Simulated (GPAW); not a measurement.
# O K-edge XANES of wurtzite (ZnO)₁₋ₓ(CdO)ₓ at x = 0, part 2 of 3

Aim: the O K edge in wurtzite (ZnO)₁₋ₓ(CdO)ₓ at x = 0, one member of a composition series.

GPAW 26.7.0; X-ray absorption from dipole matrix elements to empty bands, plane-wave PAW PBE.

So far. Step 3 (Ground state of the crystal): The mesh shows a gap of 0.76 eV. The excited electron is kept all the same, so that all members of the series, with or without a gap, are treated alike.

**5. Spectrum with XCH, O atom 2**

The holes are 5.2 Å apart. In GPAW the data set carries the hole's charge, so charge=0 means a charged cell and charge=-1 a neutral one. The excited electron is kept in the cell, where it fills the lowest empty states and screens the hole. After the field has converged, empty bands are computed with the density fixed and the dipole matrix elements are summed.

The absorber has 3 Zn at 1.97 Å and 1 Zn at 1.99 Å (tetrahedral).

File xas.py:

```python
import numpy as np
from ase import Atoms
from ase.parallel import parprint, paropen
from gpaw import GPAW, PW, FermiDirac, Mixer, MixerDif, setup_paths
from gpaw.test import gen
setup_paths.insert(0, '.')
gen('O', name='fch1s', xcname='PBE', corehole=(1, 0, 1), write_xml=True)
from gpaw.mpi import world
world.barrier()

atoms = Atoms('ZnOZnOZnOZnOZnOZnOZnOZnO',
    cell=[[6.5, 0, 0],
     [0, 5.629165, 0],
     [0, 0, 5.207]],
    scaled_positions=[[0, 0.9999604, 0.0006587],
     [0, 0.3331747, 0.1192556],
     [0, 0.3333725, 0.5005398],
     [0, 0.0001613, 0.6198891],
     [0.2499968, 0.4999889, 0.0006385],
     [0.2500762, 0.8331786, 0.1192559],
     [0.2499969, 0.8333443, 0.50052],
     [0.2500795, 0.5001571, 0.619885],
     [0.5, 0.0000169, 0.0006187],
     [0.5, 0.3331821, 0.1192526],
     [0.5, 0.3333162, 0.5005003],
     [0.5, 0.0001537, 0.6198796],
     [0.7500032, 0.4999889, 0.0006385],
     [0.7499238, 0.8331786, 0.1192559],
     [0.7500031, 0.8333443, 0.50052],
     [0.7499205, 0.5001571, 0.619885]],
    pbc=True)
atoms.calc = calc = GPAW(legacy_gpaw=True, mode=PW(500, force_complex_dtype=True), xc='PBE', setups={1: 'fch1s'},
    kpts={'size': (3, 3, 3), 'gamma': True}, occupations=FermiDirac(0.04),
    charge=-1, mixer=Mixer(0.1, 5, 50), maxiter=150,
    convergence={'density': 0.0001, 'eigenstates': 1e-6}, txt='scf.txt')
energy = atoms.get_potential_energy() + calc.get_reference_energy()
ef = calc.get_fermi_level()
out = dict(energy=energy, fermi=ef, forces=atoms.get_forces().tolist())
parprint(f'all-electron energy {energy:.4f} eV, Fermi level {ef:.4f} eV')
ev = np.array([[calc.get_eigenvalues(k, s) for k in range(len(calc.get_ibz_k_points()))] for s in range(calc.get_number_of_spins())])
out['homo'], out['lumo'], out['counts'] = ev[ev < ef].max(), ev[ev > ef].min(), sorted(set((ev < ef).sum((0, 2)).tolist()))
out['filled'] = (ev[:, 0] < ef).sum(1).tolist()

from ase.units import Ha
from gpaw.xas import dipole_matrix_elements
nb = int(calc.get_number_of_electrons() / 2) + 99
top, nb = nb, nb + 8 + nb // 12
nscf = calc.fixed_density(kpts={'size': (4, 4, 4), 'gamma': True}, nbands=nb,
    convergence={'bands': top, 'eigenstates': 5e-3}, maxiter=60, txt='nscf.txt')
cell = atoms.cell.array
ops = [cell.T @ U.T @ np.linalg.inv(cell.T) for U in nscf.wfs.kd.symmetry.op_scc]
filled = [72]  # bands filled in the ground state, by spin
E = np.arange(-6, 30, 0.1)
fwhm = np.interp(E, [4, 25], [0.9, 3.5])
Y, X, zero, highest = 0, 0, 1e9, 1e9
for spin in range(nscf.get_number_of_spins()):
    wfs = nscf.wfs
    mine = wfs.bd.get_slice()  # this rank's bands
    A = dipole_matrix_elements(wfs.setups[1])
    eps = np.zeros((wfs.kd.nibzkpts, nb))
    d = np.zeros((3, A.shape[1], wfs.kd.nibzkpts, nb), complex)
    for kpt in wfs.kpt_u:
        if kpt.s == spin and 1 in kpt.P_ani:
            eps[kpt.k, mine] = kpt.eps_n * Ha
            d[:, :, kpt.k, mine] = (kpt.weight * wfs.nspins / 2) ** 0.5 * np.inner(A, kpt.P_ani[1])
    world.sum(eps)
    world.sum(d)
    T = np.einsum('amkn,bmkn->abkn', d, d.conj()).real
    T = sum(np.einsum('ai,ijkn,bj->abkn', R, T, R) for R in ops) / len(ops)
    empty = np.ones_like(eps, bool) & (np.arange(nb) >= filled[spin])
    zero, highest = min(zero, eps[empty].min()), min(highest, eps[:, top - 1].min())
    lines = [(eps, T, empty)] if spin == 0 else lines + [(eps, T, empty)]
for eps, T, empty in lines:
    f = np.einsum('aakn->akn', T).reshape(3, -1)
    x = eps.ravel() - zero
    w = np.interp(x, E, fwhm) / 2.35482
    g = np.exp(-0.5 * ((E[:, None] - x) / w) ** 2) / (w * (2 * np.pi) ** 0.5)
    Y = Y + (f * empty.ravel()) @ g.T
    X = X + (f * ~empty.ravel()) @ g.T
out.update(E=E.round(2).tolist(), xas=Y.tolist(), xes=X.tolist(), zero=zero, valid=highest - zero, nk=len(eps), nb=nb)
for i in range(0, len(E), 10):
    parprint(f'{E[i]:7.2f}', *(f'{v:10.3e}' for v in Y[:, i]))
import json
with paropen('out.json', 'w') as f:
    json.dump(out, f)
```

Started as:

```sh
$ OMP_NUM_THREADS=1 mpirun -n 4 gpaw python xas.py
```

Numbers of over 12 decimals in the logs are rounded to 6 here.

What it wrote:

```text
Input parameters:
  charge: -1
  convergence: {density: 0.0001,
                eigenstates: 1e-06}
  kpts: {gamma: True,
         size: (3, 3, 3)}
  maxiter: 150
  mixer: {backend: pulay,
          beta: 0.1,
          method: separate,
          nmaxold: 5,
          weight: 50}
  mode: {ecut: 500.0,
         force_complex_dtype: True,
         name: pw}
  occupations: {fixmagmom: False,
                name: fermi-dirac,
                width: 0.04}
  setups: {1: fch1s}
  xc: PBE

Initialize ...

[... PAW data sets ...]

Reference energy: -406662.632700  # eV

Spin-paired calculation

[... convergence settings ...]
Symmetries present (total): 2
  [... symmetry matrices ...]

27 k-points: 3 x 3 x 3 Monkhorst-Pack grid
10 k-points in the irreducible part of the Brillouin zone
       k-points in crystal coordinates                weights
   0:     0.00000000    0.00000000    0.00000000          1/27
   1:     0.00000000    0.00000000    0.33333333          2/27
   2:     0.00000000    0.33333333   -0.33333333          2/27
   3:     0.00000000    0.33333333    0.00000000          2/27
   4:     0.00000000    0.33333333    0.33333333          2/27
   5:     0.33333333    0.00000000    0.00000000          2/27
   6:     0.33333333    0.00000000    0.33333333          4/27
   7:     0.33333333    0.33333333   -0.33333333          4/27
   8:     0.33333333    0.33333333    0.00000000          4/27
   9:     0.33333333    0.33333333    0.33333333          4/27

Wave functions: Plane wave expansion
  Cutoff energy: 500.000 eV
  Number of coefficients (min, max): 4817, 4861
  Pulay-stress correction: 0.000000 eV/Ang^3 (de/decut=0.000000)
  Using FFTW library
  Wavefunction extrapolation:
    Improved wavefunction reuse through dual PAW basis

Occupation numbers: Fermi-Dirac:
  width: 0.0400  # eV

Eigensolver
   Davidson(niter=2)

Densities:
  Coarse grid: 35*30*27 grid
  Fine grid: 70*60*54 grid
  Total Charge: 0.000000

Density mixing:
  Method: separate
  Backend: pulay
  Linear mixing parameter: 0.1
  old densities: 5
  Width of damping distribution: 1.1
  Damping of long wavelength oscillations: 50

[... Hamiltonian set-up ...]
Number of atoms: 16
Number of atomic orbitals: 104
Number of bands in calculation: 91
Number of valence electrons: 145
Bands to converge: occupied

... initialized

Initializing position-dependent things.

Density initialized from atomic densities
Creating initial wave functions:
  91 bands from LCAO basis set

Positions:
   0 Zn     0.000000    5.628942    0.003430    ( 0.0000,  0.0000,  0.0000)
   1 O      0.000000    1.875495    0.620964    ( 0.0000,  0.0000,  0.0000)
   2 Zn     0.000000    1.876609    2.606311    ( 0.0000,  0.0000,  0.0000)
   3 O      0.000000    0.000908    3.227763    ( 0.0000,  0.0000,  0.0000)
   4 Zn     1.624979    2.814520    0.003325    ( 0.0000,  0.0000,  0.0000)
   5 O      1.625495    4.690100    0.620965    ( 0.0000,  0.0000,  0.0000)
   6 Zn     1.624980    4.691033    2.606208    ( 0.0000,  0.0000,  0.0000)
[...]
13 O      4.874505    4.690100    0.620965    ( 0.0000,  0.0000,  0.0000)
  14 Zn     4.875020    4.691033    2.606208    ( 0.0000,  0.0000,  0.0000)
  15 O      4.874483    2.815467    3.227741    ( 0.0000,  0.0000,  0.0000)

Unit cell:
           periodic     x           y           z      points  spacing
  1. axis:    yes    6.500000    0.000000    0.000000    35     0.1857
  2. axis:    yes    0.000000    5.629165    0.000000    30     0.1876
  3. axis:    yes    0.000000    0.000000    5.207000    27     0.1929

  Lengths:   6.500000   5.629165   5.207000
  Angles:   90.000000  90.000000  90.000000

Effective grid spacing dv^(1/3) = 0.1887

iter:   1   -99.498331
iter:   2   -93.521633   -0.56  -1.06
iter:   3   -86.324888   -0.36  -1.17
iter:   4   -86.434968   -1.02  -1.48
iter:   5   -86.501092   -1.78  -1.61
iter:   6   -86.201669   -2.05  -2.06
iter:   7   -86.177660   -2.79  -2.34
iter:   8   -86.175025c  -3.84  -2.70
iter:   9   -86.173816c  -4.18  -2.88
iter:  10   -86.172590c  -4.06  -2.96
iter:  11   -86.172543c  -5.05  -3.40
iter:  12   -86.172559c  -5.33  -3.52
iter:  13   -86.172509c  -5.41  -3.64
iter:  14   -86.172513c  -6.27c -3.93
iter:  15   -86.172514c  -6.96c -4.14c

Converged after 15 iterations.

Dipole moment: (-0.000000, 3.574642, -6.147425) |e|*Ang

Energy contributions relative to reference atoms: (reference = -406662.632700)

Kinetic:       +181.658233
Potential:     -160.141004
External:        +0.000000
XC:            -107.715871
Entropy (-ST):   -0.010227
Local:           +0.031243
SIC:             +0.000000
--------------------------
Free energy:    -86.177627
Extrapolated:   -86.172514

Showing only first 2 kpts
 Kpt  Band  Eigenvalues  Occupancy
  0    70      3.90922    2.00000
  0    71      3.93169    2.00000
  0    72      4.42283    2.00000
  0    73      8.87836    0.00000

  1    70      3.78383    2.00000
  1    71      3.79845    2.00000
  1    72      6.04333    2.00000
[...]
Fermi level: 6.66606

No gap
No difference between direct/indirect transitions

Forces in eV/Ang:
  0 Zn    0.00000   -1.80994   -0.61280
  1 O     0.00000   -0.03657   -0.01202
  2 Zn    0.00000    0.01111    1.71469
  3 O     0.00000    0.42263    0.04240
  4 Zn    1.57017    0.91673   -0.62117
  5 O    -0.34746   -0.03273   -0.02011
  6 Zn    0.17298    0.09818    0.06667
[...]
13 O     0.34746   -0.03273   -0.02011
 14 Zn   -0.17298    0.09818    0.06667
 15 O     0.36289   -0.20771    0.04622
Scalar-relativistic atomic PBE calculation for O (Oxygen, Z=8)
Core hole in 1s state (1s occupation: 1.0)
300 radial gridpoints.
|------------------------------------------------|
|------------------------------------------------|
[... the atom generator's iteration count ...]

Energy contributions:
-------------------------
Kinetic:      +54.482386
XC:            -6.221029
Potential:   -102.872811
-------------------------
Total:        -54.611454

state      eigenvalue         ekin         rmax
-----------------------------------------------
1s^1.0 :   -21.894578    30.998381        0.126
2s^2.0 :    -1.608483     4.112072        0.796
2p^4.0 :    -1.062351     3.814965        0.685
-----------------------------------------------
(units: Bohr and Hartree)

Generating PAW setup
Kinetic energy of the core from tauc = 31.023928
Cutoffs:
rc(s)=1.300
rc(p)=1.130
rc(d)=1.170
rc(vbar)=1.300
rc(comp)=1.260
rc(nct)=1.300

Kinetic energy of the core states: 30.998381
Charge: 1.0
Core electrons: 1.0
Valence electrons: 6.0
Pseudo-core charge: 0.000187
Shape function alpha=6.299
Pseudo-electron charge 5.288669
state    eigenvalue         norm
--------------------------------
2s(2) :    -1.608483     1.066038
*s    :    -0.608483
2p(4) :    -1.062351     0.789101
*p    :    -0.062351
*d    :     0.000000
--------------------------------

Diagonalizing with gridspacing h=0.050

state   all-electron     PAW
-------------------------------
2s:      -1.608483    -1.609927
2p:      -1.062351    -1.068630
*d:                   -0.061610
*f:                   -0.013338
-------------------------------
all-electron energy -406748.8052 eV, Fermi level 6.6661 eV
[...]
27.00  7.200e-05  7.262e-05  8.441e-05
  28.00  5.666e-05  5.717e-05  8.596e-05
  29.00  4.713e-05  4.710e-05  7.044e-05
```

It took 2.2 min on 4 MPI ranks of Intel Xeon Platinum 8488C (Sapphire Rapids), shared host; peak memory 0.5 GiB; 8.7 min of CPU time.

The O K spectrum, O atom 2, excited-electron core hole (neutral cell) (energy from the bottom of the conduction band, which holds the excited electron; intensity scaled to a mean of 1 over the first 20 eV; polarised curves are means over the symmetry-equivalent atoms):

| E (eV) | isotropic | ε ⊥ c | ε ∥ c |
| --- | --- | --- | --- |
| -2.0 | 0.00 | 0.00 | 0.00 |
| -1.0 | 0.00 | 0.00 | 0.00 |
| 0.0 | 0.00 | 0.00 | 0.00 |
| 1.0 | 0.07 | 0.08 | 0.06 |
| 2.0 | 0.23 | 0.24 | 0.21 |
| 3.0 | 0.72 | 0.71 | 0.74 |
| 4.0 | 1.46 | 1.52 | 1.35 |
| 5.0 | 2.01 | 1.94 | 2.14 |
| 6.0 | 2.53 | 2.41 | 2.77 |
| 7.0 | 3.05 | 3.43 | 2.27 |
| 8.0 | 1.91 | 2.01 | 1.71 |
| 9.0 | 0.78 | 0.58 | 1.17 |
| 10.0 | 0.94 | 0.63 | 1.55 |
| 11.0 | 0.88 | 0.86 | 0.93 |
| 12.0 | 0.98 | 1.16 | 0.61 |
| 13.0 | 0.98 | 1.21 | 0.52 |
| 14.0 | 0.72 | 0.81 | 0.55 |
| 15.0 | 0.53 | 0.47 | 0.64 |
| 16.0 | 0.44 | 0.33 | 0.66 |
| 17.0 | 0.39 | 0.29 | 0.61 |
| 18.0 | 0.44 | 0.36 | 0.60 |
| 19.0 | 0.55 | 0.50 | 0.66 |
| 20.0 | 0.70 | 0.65 | 0.81 |
| 21.0 | 0.84 | 0.79 | 0.94 |
| 22.0 | 0.96 | 0.96 | 0.94 |
| 23.0 | 1.05 | 1.16 | 0.83 |
| 24.0 | 1.18 | 1.39 | 0.76 |
| 25.0 | 1.33 | 1.56 | 0.87 |
| 26.0 | 1.41 | 1.52 | 1.19 |
| 27.0 | 1.36 | 1.29 | 1.50 |
| 28.0 | 1.19 | 1.01 | 1.53 |
| 29.0 | 0.98 | 0.84 | 1.25 |

Main maxima below 24 eV (height): 7.1 eV (3.05) and 12.5 eV (1.02). A K edge sees empty p states on the absorber.

The total-energy difference is 539.11 eV. One term is added: -8.91 eV, since the hole is spin-paired here and a spin-polarised one costs that much less in the free atom (computed apart). The photon energy is then 530.20 eV. The functional leaves an error of a few eV in such absolute values.

**6. Reference energy of the cell**

The absorbing element, whose data set is made anew, changes for the next run, so it gets a reference energy of its own.

File scf.py:

```python
import numpy as np
from ase import Atoms
from ase.parallel import parprint, paropen
from gpaw import GPAW, PW, FermiDirac, Mixer, MixerDif, setup_paths
from gpaw.test import gen
setup_paths.insert(0, '.')
gen('Zn', name='nch1s', xcname='PBE', corehole=(1, 0, 0), write_xml=True)
from gpaw.mpi import world
world.barrier()

atoms = Atoms('ZnOZnOZnOZnOZnOZnOZnOZnO',
    cell=[[6.5, 0, 0],
     [0, 5.629165, 0],
     [0, 0, 5.207]],
    scaled_positions=[[0, 0.9999604, 0.0006587],
     [0, 0.3331747, 0.1192556],
     [0, 0.3333725, 0.5005398],
     [0, 0.0001613, 0.6198891],
     [0.2499968, 0.4999889, 0.0006385],
     [0.2500762, 0.8331786, 0.1192559],
     [0.2499969, 0.8333443, 0.50052],
     [0.2500795, 0.5001571, 0.619885],
     [0.5, 0.0000169, 0.0006187],
     [0.5, 0.3331821, 0.1192526],
     [0.5, 0.3333162, 0.5005003],
     [0.5, 0.0001537, 0.6198796],
     [0.7500032, 0.4999889, 0.0006385],
     [0.7499238, 0.8331786, 0.1192559],
     [0.7500031, 0.8333443, 0.50052],
     [0.7499205, 0.5001571, 0.619885]],
    pbc=True)
atoms.calc = calc = GPAW(legacy_gpaw=True, mode=PW(500, force_complex_dtype=True), xc='PBE', setups={0: 'nch1s'},
    kpts={'size': (3, 3, 3), 'gamma': True}, occupations=FermiDirac(0.02),
    charge=0, mixer=Mixer(0.1, 5, 50), maxiter=150,
    convergence={'density': 0.0001, 'eigenstates': 1e-6}, txt='scf.txt')
energy = atoms.get_potential_energy() + calc.get_reference_energy()
ef = calc.get_fermi_level()
out = dict(energy=energy, fermi=ef, forces=atoms.get_forces().tolist())
parprint(f'all-electron energy {energy:.4f} eV, Fermi level {ef:.4f} eV')
ev = np.array([[calc.get_eigenvalues(k, s) for k in range(len(calc.get_ibz_k_points()))] for s in range(calc.get_number_of_spins())])
out['homo'], out['lumo'], out['counts'] = ev[ev < ef].max(), ev[ev > ef].min(), sorted(set((ev < ef).sum((0, 2)).tolist()))
out['filled'] = (ev[:, 0] < ef).sum(1).tolist()
import json
with paropen('out.json', 'w') as f:
    json.dump(out, f)
```

Started as:

```sh
$ OMP_NUM_THREADS=1 mpirun -n 4 gpaw python scf.py
```

What it wrote:

```text
Input parameters:
  convergence: {density: 0.0001,
                eigenstates: 1e-06}
  kpts: {gamma: True,
         size: (3, 3, 3)}
  maxiter: 150
  mixer: {backend: pulay,
          beta: 0.1,
          method: separate,
          nmaxold: 5,
          weight: 50}
  mode: {ecut: 500.0,
         force_complex_dtype: True,
         name: pw}
  occupations: {fixmagmom: False,
                name: fermi-dirac,
[...]
*s    :     0.780349
4p(0) :    -0.041035     1.007410
*p    :     0.958965
3d(10):    -0.372700     0.153765
*d    :     0.627300
--------------------------------

Diagonalizing with gridspacing h=0.050

state   all-electron     PAW
-------------------------------
4s:      -0.219651    -0.219820
4p:      -0.041035    -0.041071
3d:      -0.372700    -0.373322
*f:                    0.071886
-------------------------------
all-electron energy -407287.9141 eV, Fermi level 4.3111 eV
[key lines of the parts left out:]
Converged after 13 iterations.
Dipole moment: (-0.000000, 3.722911, -5.952400) |e|*Ang
Free energy:    -70.481746
Fermi level: 4.31108
```

Wall time 28 s (4 MPI ranks); peak memory 0.27 GiB.

Reference energy: -407287.914 eV with the cores included.

(Part 2 of 3 ends here.)

[Banner, clock and machine lines of the logs are left out without a mark of their own.]

[Logs are printed without paths, hosts, clocks, repeated set-up lines and the standing remarks that a program may print on its own settings, such as how far it seeks lower states.]

[Hosts, paths, dates, database ids (printed as entryN), source tags and the programs' standing remarks are cut or masked in the printed files.]

[Lists of maxima count a maximum above −3 eV only where it reaches 4 % of the highest in the window and stands out from its surroundings by 2 % of it (1.5 % where it reaches 55 %); shoulders and weaker maxima are passed over, and of the rest the first, up to two pre-edge ones and the few strongest are named.]
